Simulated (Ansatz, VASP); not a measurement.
This is a calculation of Ti for VASP 6.6.1.

File INCAR:

```
SYSTEM = Ti
  PREC = Accurate
  ENCUT = 520
  EDIFF = 1E-7
  ISMEAR = -1
  SIGMA = 0.05
  LREAL = .FALSE.
  LASPH = .TRUE.
  NELM = 60
  ALGO = Normal
  ISIF = 2
  LWAVE = .FALSE.
  LCHARG = .FALSE.
  GGA = PE
  NBANDS = 25
```

KPOINTS

```
Automatic mesh
0
G
  7 7 9
  0 0 0
```

POSCAR

```
Ti
1.0
    4.4741369374      0.0000000000      0.0000000000
   -2.2370684687      3.8747162478      0.0000000000
    0.0000000000      0.0000000000      2.7685496267
Ti
3
Direct
    0.6666666667      0.3333333333      0.5000000000
    0.3333333333      0.6666666667      0.5000000000
    0.0000000000      0.0000000000      0.0000000000
```

Potentials or basis: VASP PAW PBE potentials, release 64 (Ti_sv).

The run is started by

```sh
$ cat potpaw_PBE.64/Ti_sv/POTCAR > POTCAR
$ mpirun -np 1 vasp_std > vasp.out
```

Set up the same calculation for Ansatz 0.2.0. Potentials there: Ansatz PAW.

As run (the cutoff follows the program's own potentials):

File input.yaml:

```yaml
crystal:
  lattice:
    - [4.4741369374, 0.0, 0.0]
    - [-2.2370684687, 3.8747162478, 0.0]
    - [0.0, 0.0, 2.7685496267]
  atoms:
    - { symbol: Ti, position: [0.6666666667, 0.3333333333, 0.5] }
    - { symbol: Ti, position: [0.3333333333, 0.6666666667, 0.5] }
    - { symbol: Ti, position: [0.0, 0.0, 0.0] }
hamiltonian:
  xc: pbe
  pseudopotentials: { kind: paw }
kpoints:
  mp_grid: { grid: [7, 7, 9] }
scf:
  occupations: { method: fermi_dirac, width: 0.05 }
output:
  forces: true
  stress: true
  eigenvalues: true
```

Potentials or basis: Ansatz PAW.

The run is started by

```sh
$ ansatz run input.yaml --threads 1 --pin off --max-ram 3584MiB --backend cpu --events-out ev --progress --plain --runs-dir out
```

Both were run:

|  | VASP | Ansatz | Ansatz less VASP |
| --- | --- | --- | --- |
| gap on the k mesh at the Fermi level (eV) | none | none | - |
| pressure (GPa) | 8.4 | 8.8 | +0.35 |
| largest component of the traceless stress (GPa) | 0.18 | 0.18 | 0.000 |

A gap of «none» marks a metal or a gap that the smearing closes. With one functional, cell and mesh, what is left measures potentials, basis and numerics.
